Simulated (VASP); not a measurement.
A run of VASP 6.6.1 is set up as follows.

File INCAR:

```
ALGO = Fast
EDIFF = 1E-6
EDIFFG = -0.005
ENCUT = 600
GGA = PE
IBRION = 2
ISIF = 3
ISMEAR = 0
IVDW = 12
LASPH = True
LCHARG = False
LREAL = False
LWAVE = False
NELM = 100
NSW = 100
PREC = Accurate
SIGMA = 0.1
```

KPOINTS

```
k-points
0
Gamma
  18 18 6
```

File POSCAR:

```
Al
1.0
    2.8270770242      0.0000000000      0.0000000000
   -1.4135385121      2.4483205214      0.0000000000
    0.0000000000      0.0000000000      9.1859930700
Al
4
Direct
    0.0000000000      0.0000000000      0.0000000000
    0.3333333300      0.6666666700      0.2500000000
    0.0000000000      0.0000000000      0.5000000000
    0.6666666700      0.3333333300      0.7500000000
```

Potentials or basis: VASP PAW PBE potentials, release 64 (Al).

Command:

```bash
$ cat potpaw_PBE.64/Al/POTCAR > POTCAR
$ mpirun -np 1 vasp_std > vasp.out
```

Question: Predict the relaxed volume.

Answer: 15.85 Å³/atom.

Question: What does it give for the dispersion energy per atom?

Answer: -0.351 eV.

Question: What does it give for the relaxed cell?

Answer: a = 2.814 Å, b = 2.814 Å, c = 9.242 Å, α = 90.00°, β = 90.00°, γ = 120.00°.

The path:
```tsv
step	energy change (eV)	largest force (eV/Å)	pressure (GPa)	volume (Å³)
1	0.0000	0.0000	-0.29	63.58
2	-0.0011	0.0000	0.07	63.32
3	-0.0013	0.0000	0.28	63.18
4	-0.0016	0.0000	0.06	63.34
5	-0.0016	0.0000	0.05	63.35
6	-0.0016	0.0000	-0.01	63.39
```

Caveat: pairwise dispersion overbinds metals, which lowers pressure and volume.
